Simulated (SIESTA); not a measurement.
Runs of SIESTA 5.4.2 on Ni. Symmetry: Fm-3m, No. 225, cubic system. The conventional cell has a = 3.475 Å, b = 3.475 Å, c = 3.475 Å, α = 90.00°, β = 90.00°, γ = 90.00°. Ni (site symmetry m-3m) has 12 Ni at 2.46 Å as nearest neighbours. 

| level | gap on the mesh (eV) | pressure (GPa) | moment (μB) |
| --- | --- | --- | --- |
| VV10 | none | 11.1 | 0.64 |
| vdW-DF | none | 18.7 | 0.62 |
| vdW-DF2 | none | (b) | 0.62 |
| vdW-DF-cx | none | 0.7 | 0.63 |
| optB88-vdW | none | 7.8 | 0.62 |
| vdW-DF-C09 | none | -0.9 | 0.63 |
| PBE | none | (a) | 0.63 |

Alike in all rows: task band structure; potentials or basis PseudoDojo 0.4 standard (PBE files), DZP (energy shift 0.003 Ry; two zetas on semicore shells); spin collinear, ferromagnetic start; cell as given; k mesh 13 × 13 × 13; smearing fermi-dirac 0.05 eV; grid cutoff 800 Ry; energy shift 0.003 Ry.

**Question.** Estimate the missing entries.

**Answer.** (a) 8.4; (b) 25.0.

Caveats: short orbitals over semicore shells can move pressures by several GPa; the basis of atomic orbitals isn't converged, which shifts pressures, moduli and gaps; the potentials were made for another functional, which shifts forces and pressure (some runs); the non-local part is tabulated coarsely and may be off by about a percent (some runs).

A gap of «none» marks a metal or a gap under the smearing width.
